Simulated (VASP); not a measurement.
Write the native input for VASP 6.6.1 that does the following.

| Quantity | Value |
| --- | --- |
| Task | single point |
| Functional | PBE |
| Potentials or basis | VASP PAW PBE potentials, release 64 (F) |
| Cutoff | 520 eV |
| k mesh | 6 × 6 × 3 |
| Occupations | fermi-dirac, width 0.02 eV |
| Spin | no spin polarisation |
| Dipole correction | no |
| Further INCAR settings | ALGO = Normal; EDIFF = 1e-06; NBANDS = 22 |

The structure of F lies in POSCAR:

```
F
1.0
    2.5563220000     -1.5840270000      0.0000000000
    2.5563220000      1.5840270000      0.0000000000
   -0.5621110000      0.0000000000      6.5977090000
F
4
Direct
    0.5958330000      0.9153360000      0.5979550000
    0.0846640000      0.4041670000      0.9020450000
    0.4041670000      0.0846640000      0.4020450000
    0.9153360000      0.5958330000      0.0979560000
```

These files were run (other wordings do the same):

INCAR

```
ALGO     = Normal         # electronic algorithm
EDIFF    = 1E-6           # SCF threshold, eV
ENCUT    = 520            # plane-wave cutoff, eV
GGA      = PE             # functional
ISIF     = 2              # what is computed and relaxed
ISMEAR   = -1             # smearing method
LASPH    = T              # aspherical terms in the spheres
LCHARG   = T              # write CHGCAR
LELF     = T              # ELF
LREAL    = F              # projectors in reciprocal space
LVHAR    = T            
LWAVE    = F              # write WAVECAR
NBANDS   = 22             # bands
NELM     = 100            # most SCF steps
PREC     = Accurate       # precision mode
SIGMA    = 0.02           # smearing width, eV
```

KPOINTS

```
k-points
0
Gamma
  6 6 3
```

Potentials or basis: VASP PAW PBE potentials, release 64 (F).

Run with:

```bash
$ cat potpaw_PBE.64/F/POTCAR > POTCAR
$ mpirun -np 1 vasp_std > vasp.out
```

Results of the run:

* Pressure: 3.3 GPa
* Largest force: 0.524 eV/Å
* Band gap on the k mesh: 2.67 eV, direct

Caveat: an odd mesh through Γ misses points on the zone boundary, where band edges often lie.

It took 18 s on 1 thread of AMD EPYC 9R45 96-Core Processor (Zen 5), with other jobs on the host, peak memory 0.14 GiB.
